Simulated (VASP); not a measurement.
**A VASP 6.6.1 single-point calculation on NaI**

INCAR

```
EDIFF = 1E-7
IBRION = -1
SIGMA = 0.02
LWAVE = .FALSE.
LCHARG = .FALSE.
LASPH = .TRUE.
NSW = 0
PREC = Accurate
ISIF = 2
NELM = 87
ISMEAR = -1
GGA = PE
ENCUT = 520
ISYM = 0
LREAL = .FALSE.
NBANDS = 14
```

KPOINTS

```
KPOINTS created by Atomic Simulation Environment
0
Gamma
4 4 4
0 0 0
```

POSCAR

```
Na I
 1.0000000000000000
     0.0998229985000000    3.2488004972000000    3.2488004972000000
     3.2488004972000000    0.0998229985000000    3.2488004972000000
     3.2488004972000000    3.2488004972000000    0.0998229985000000
 Na  I
   1   1
Cartesian
  0.0000000000000000  0.0000000000000000  0.0000000000000000
  3.2987119964499998  3.2987119964499998  3.2987119964499998
```

The recommended PBE PAW datasets give the neutral cell 14 valence electrons.

Command

```
mpirun -np 1 vasp_std
```

Task: Predict the outcome of this run.

Result: It converged. Results: gap between bands v and c on the k mesh 3.64 eV; least direct gap on the k mesh 3.64 eV; pressure 1.2 GPa. Band v is the last that the valence electrons fill when counted band by band, and c is the next.

OSZICAR

```
N       E                     dE             d eps       ncg     rms          rms(c)
DAV:   1     0.840066065232E+02    0.84007E+02   -0.65348E+03  1008   0.896E+02
DAV:   2     0.123103649851E+01   -0.82776E+02   -0.76296E+02  1074   0.227E+02
DAV:   3    -0.527031067764E+01   -0.65013E+01   -0.64625E+01  1266   0.608E+01
DAV:   4    -0.542412971857E+01   -0.15382E+00   -0.15378E+00  1296   0.963E+00
DAV:   5    -0.542785588817E+01   -0.37262E-02   -0.37260E-02  1362   0.144E+00    0.166E+00
DAV:   6    -0.536907648007E+01    0.58779E-01   -0.65221E-02  1224   0.153E+00    0.113E+00
DAV:   7    -0.536065070574E+01    0.84258E-02   -0.62929E-02  1290   0.132E+00    0.614E-01
DAV:   8    -0.536261193966E+01   -0.19612E-02   -0.49957E-03  1224   0.573E-01    0.182E-01
DAV:   9    -0.536257673822E+01    0.35201E-04   -0.21914E-04  1296   0.132E-01    0.347E-02
DAV:  10    -0.536259070750E+01   -0.13969E-04   -0.34823E-05  1284   0.608E-02    0.105E-02
DAV:  11    -0.536259150503E+01   -0.79753E-06   -0.39940E-06  1296   0.206E-02    0.201E-03
DAV:  12    -0.536259173398E+01   -0.22895E-06   -0.57976E-07  1200   0.492E-03    0.105E-03
DAV:  13    -0.536259178229E+01   -0.48308E-07   -0.11065E-08  1020   0.988E-04
   1 F= -.53625918E+01 E0= -.53625918E+01  d E =-.436698E-12
```

For comparison, a separate PBE run of the intended cell, on usual settings and not on those above, gives a gap of 3.65 eV on its mesh and a pressure of 1.1 GPa.
